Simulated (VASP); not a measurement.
**SrTiO3 (Tausonite): relaxation of cell and atoms with r2SCAN**

Crystal: SrTiO3 (Tausonite).

```xyz
5
Lattice="3.9122 0.0000 0.0000 0.0000 3.9122 0.0000 0.0000 0.0000 3.9122" Properties=species:S:1:pos:R:3 pbc="T T T"
Sr    1.9561    1.9561    1.9561
Ti    0.0000    0.0000    0.0000
O     1.9561    0.0000    0.0000
O     0.0000    1.9561    0.0000
O     0.0000    0.0000    1.9561
```

```json
{"Program": "VASP 6.6.1", "Task": "relaxation of cell and atoms", "Functional": "r2SCAN", "Potentials or basis": "VASP PAW PBE potentials, release 64 (Sr_sv, Ti_sv, O)", "Cutoff": "600 eV", "k mesh": "8 × 8 × 8", "Occupations": "gaussian, width 0.03 eV", "Spin": "no spin polarisation", "Further INCAR settings": "ALGO = Normal; EDIFF = 1e-07; IBRION = 2; EDIFFG = -0.005; NSW = 90; ISIF = 3"}
```

- Pressure after relaxing: 0.0 GPa
- Band gap on the k mesh: 2.27 eV, indirect (least direct gap 2.65 eV)

Final structure:
```
CELL_PARAMETERS angstrom
3.91220 0.00000 0.00000
0.00000 3.91220 0.00000
0.00000 0.00000 3.91220
ATOMIC_POSITIONS crystal
Sr 0.50000 0.50000 0.50000
Ti 0.00000 0.00000 0.00000
O 0.50000 0.00000 0.00000
O 0.00000 0.50000 0.00000
O 0.00000 0.00000 0.50000
```

Levels at points of the mesh, in eV from the valence-band top:
| k point | band 16 | band 17 | band 18 | band 19 | band 20 | band 21 | band 22 | band 23 | band 24 |
| --- | --- | --- | --- | --- | --- | --- | --- | --- | --- |
| (0.00, 0.00, 0.00) | -1.20 | -1.20 | -0.39 | -0.39 | -0.39 | 2.27 | 2.27 | 2.27 | 4.56 |
| (0.50, 0.00, 0.00) | -2.35 | -2.35 | -1.99 | -0.77 | -0.77 | 2.43 | 4.15 | 4.15 | 4.57 |
| (0.50, 0.50, 0.00) | -2.84 | -1.80 | -1.60 | -1.60 | -0.09 | 4.16 | 4.16 | 4.64 | 5.60 |
| (0.50, 0.50, 0.50) | -3.78 | -3.78 | 0.00 | 0.00 | 0.00 | 4.85 | 4.85 | 4.85 | 7.61 |

Wall time 2.6 min on 1 thread of Intel(R) Xeon(R) Platinum 8488C (Sapphire Rapids), with other jobs on the host, peak memory 0.23 GiB.

Caveat: the relaxation stopped at its first step, so nothing moved; the PAW data sets were made with another functional, which shifts forces and pressure a little. A k mesh can miss the band edges.
